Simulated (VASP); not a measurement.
# LiCl: Cl into a neighbouring Cl vacancy, part 5 of 5

Wanted: the minimum-energy path in LiCl for this move: Cl into a neighbouring Cl vacancy. The start is a cell from a database of measured crystal structures.

VASP 6.6.1; PBEsol; plane waves and PAW (Cl, Li).

So far. Step 3 (Relax the start): The run ended after 9 ionic steps, 0.809 eV below its first step, once the forces on the free atoms met EDIFFG = -0.05. Step 4 (Relax the end): The run ended after 9 ionic steps, 0.815 eV below its first step, once the forces on the free atoms met EDIFFG = -0.05.

The database entry behind the starting cell differs from later determinations by our own check (0.1 to 0.3 % short, probably kX units), so it need not match the best structure at ambient conditions.

### Step 5. Nudged elastic band (continued)

Parts of OUTCAR (step 5):

```text
NELECT = 208

 ion  position               nearest neighbor table
   1  0.166  0.166  0.414-  37 2.13  31 2.13  40 2.77  29 2.77
   2  0.166  0.166  0.837-  30 2.52  36 2.53  27 2.54  41 2.54  32 2.56  38 2.56
   3  0.166  0.494  0.169-  31 2.50  39 2.51  40 2.53  33 2.55  34 2.58  42 2.58
   4  0.165  0.499  0.501-  40 2.53  32 2.53  34 2.53  41 2.54  35 2.54  43 2.55
   5  0.166  0.496  0.838-  30 2.52  39 2.52  33 2.54  41 2.54  35 2.57  44 2.57
   6  0.166  0.838  0.167-  36 2.51  28 2.52  43 2.54  27 2.55  42 2.57  34 2.57
   7  0.166  0.839  0.496-  37 2.51  28 2.52  29 2.53  43 2.55  44 2.57  35 2.58
   8  0.167  0.834  0.832-  38 2.52  29 2.53  44 2.54  27 2.54  42 2.55  33 2.55
   9  0.493  0.167  0.169-  37 2.50  39 2.52  40 2.53  45 2.55  46 2.57  48 2.58
  10  0.498  0.166  0.501-  38 2.52  40 2.53  46 2.54  41 2.54  47 2.54  49 2.55
  11  0.495  0.166  0.838-  36 2.51  39 2.52  45 2.54  41 2.54  47 2.57  50 2.57
  12  0.501  0.501  0.166-  40 2.49  51 2.53  48 2.53  42 2.53  43 2.54  49 2.54
  13  0.500  0.500  0.500-  44 2.53  50 2.53  43 2.54  52 2.54  49 2.54  41 2.54
  14  0.502  0.502  0.832-  39 2.37  53 2.50  48 2.54  50 2.54  42 2.54  44 2.54
  15  0.496  0.837  0.166-  37 2.46  36 2.51  45 2.54  43 2.54  51 2.56  52 2.57
  16  0.501  0.832  0.502-  37 2.36  53 2.52  38 2.53  44 2.54  46 2.54  52 2.56
  17  0.503  0.830  0.832-  36 2.37  38 2.48  53 2.51  51 2.53  42 2.54  47 2.54
  18  0.837  0.167  0.167-  28 2.51  30 2.51  49 2.54  27 2.55  48 2.57  46 2.57
  19  0.839  0.166  0.496-  31 2.51  28 2.51  29 2.54  49 2.55  50 2.57  47 2.58
  20  0.834  0.167  0.832-  32 2.52  29 2.53  50 2.54  27 2.54  45 2.55  48 2.55
  21  0.837  0.496  0.166-  31 2.46  30 2.52  49 2.54  33 2.54  51 2.56  52 2.56
  22  0.832  0.500  0.503-  31 2.36  53 2.51  32 2.53  50 2.54  34 2.54  52 2.55
  23  0.829  0.503  0.832-  30 2.37  32 2.49  53 2.50  51 2.53  48 2.54  35 2.54
  24  0.833  0.833  0.167-  52 2.53  46 2.53  34 2.54  33 2.54  27 2.54  45 2.54
  25  0.830  0.831  0.503-  28 2.37  53 2.50  35 2.54  47 2.54  34 2.54  46 2.54
[...]
52  0.667  0.667  0.332-  24 2.53  13 2.54  22 2.55  16 2.56  21 2.56  15 2.57
  53  0.666  0.666  0.667-  23 2.50  14 2.50  25 2.50  17 2.51  22 2.51  16 2.52

  tangential force (eV/A)        -0.541784
  left and right image   1.003705  1.004651 A

  tangential force (eV/A)        -0.535531
  left and right image   1.005312  1.005569 A

 E-fermi :   0.7683

 k-point     1 :       0.0000    0.0000    0.0000
  band No.  band energies     occupation
    ...
    100       0.3045      2.00000
    101       0.3521      2.00000
    102       0.3880      2.00000
    103       0.4235      2.00000
    104       0.5137      2.00000
    105       5.7420      0.00000
    106       6.9990      0.00000
    107       7.2943      0.00000
    108       7.3496      0.00000
    109       7.3714      0.00000
    ...

 POSITION                                       TOTAL-FORCE (eV/Angst)
 -----------------------------------------------------------------------------------
      4.47133      4.46881      2.53246         0.344822      0.344557      0.000208
      7.61462      7.61209      2.53317         0.005912      0.005012      0.000294
      5.08063      2.45426      5.16687        -0.040217      0.011911     -0.054351
      7.54554      5.05352      4.99143         0.014111     -0.010432      0.015767
     10.15104      7.67884      4.98847        -0.004322     -0.014230      0.009545
      7.68249      2.53183      7.69193        -0.014626     -0.004623     -0.008339
     10.07193      5.07677      7.51314         0.013276     -0.039075      0.054106
     12.67091      7.54154      7.68827        -0.010295      0.015302     -0.015578
      2.45862      5.07672      5.16734         0.012053     -0.038380     -0.054443
      5.05659      7.54287      4.99029        -0.010092      0.014869      0.017087
      7.68427     10.14884      4.98931        -0.016886     -0.005609      0.008298
      5.07135      5.06812      7.61420        -0.013454     -0.013140     -0.010522
      7.61071      7.60957      7.59799        -0.004496     -0.006654     -0.019306
     10.14260     10.13920      7.65943        -0.006317     -0.005602      0.010126
      7.60321      5.03573     10.14836         0.017892     -0.004260     -0.000760
     10.14406      7.63852     10.14710        -0.019319     -0.004628      0.000819
     12.64371     10.17000     10.14788        -0.010488     -0.016541     -0.000535
      2.53533      7.67861      7.69183        -0.005830     -0.014202     -0.008386
      5.07896     10.06991      7.51383        -0.038061      0.013044      0.053794
      7.54454     12.66864      7.68984         0.015049     -0.011183     -0.016205
      5.03785      7.59984     10.14814        -0.003244      0.019311     -0.000248
      7.64153     10.14112     10.14796        -0.005186     -0.020492     -0.000438
     10.17259     12.63876     10.14764        -0.015231     -0.007911      0.000560
      7.61311      7.60941     12.69748        -0.006227     -0.006275      0.018397
[...]
-----------------------------------------------------------------------------------
    total drift:                                0.003081      0.007971     -0.007142

  FREE ENERGIE OF THE ION-ELECTRON SYSTEM (eV)
  ---------------------------------------------------
  free  energy   TOTEN  =      -204.0344740319 eV

  energy  without entropy=     -204.0344740319  energy(sigma->0) =     -204.03447403

  tangential force (eV/A)        -0.523012
  left and right image   1.012398  1.010502 A

[... 6 parts as in an earlier step ...]

[... 7 further parts left out ...]
```

Images along the path:

| image | path (A) | energy (eV) | Cl1: x, y, z (Å) |
| --- | --- | --- | --- |
| 0 | 0.000 | 0.0000 | 5.036, 5.033, 2.532 |
| 1 | 1.012 | 0.3146 | 4.471, 4.469, 2.532 |
| 2 | 2.023 | 0.7286 | 3.812, 3.809, 2.534 |
| 3 | 3.033 | 0.3199 | 3.153, 3.150, 2.533 |
| 4 | 4.046 | -0.0001 | 2.588, 2.584, 2.533 |

This step gave:

```
electronic cycles                        : 122
path length                              : 4.046 Å
barrier                                  : 0.7286 eV
barrier in the reverse direction         : 0.7286 eV
barrier from a spline through the images : 0.7285 eV
reaction energy                          : -7.44e-5 eV
```

What the program prints for this run, and its count of cycles, belong to image 1; the force that counts for the threshold is the band's, across the path.

### Step 6. Summary of results

```json
{
  "hop": "Cl into a neighbouring Cl vacancy",
  "barrier": "0.729 eV",
  "barrier in the reverse direction": "0.729 eV",
  "barrier from a spline through the images": "0.729 eV",
  "reaction energy": "-7.4e-5 eV",
  "path length": "4.05 Å"
}
```

In words: The barrier is 0.73 eV forwards and 0.73 eV backwards. With an attempt frequency of 10¹³ per second, taken as a typical value, this barrier gives about 10^1 hops a second at 300 K. Both ends are alike and an image sits at the midpoint, which is the saddle if the path is symmetric. The band met its force threshold after 17 steps. Cell and mesh are small and were not tested. The band started on a straight line, so other routes may lie lower.

[Lines on the potential files, build, host, timing and source positions are cut from VASP's logs without a mark.]

[Logs are printed without paths, hosts, clocks, repeated set-up lines and the standing remarks that a program may print on its own settings, such as how far it seeks lower states.]

[Hosts, paths, dates, database ids (printed as entryN), source tags and the programs' standing remarks are cut or masked in the printed files.]

[Runs that stopped without an error message from VASP are left out.]
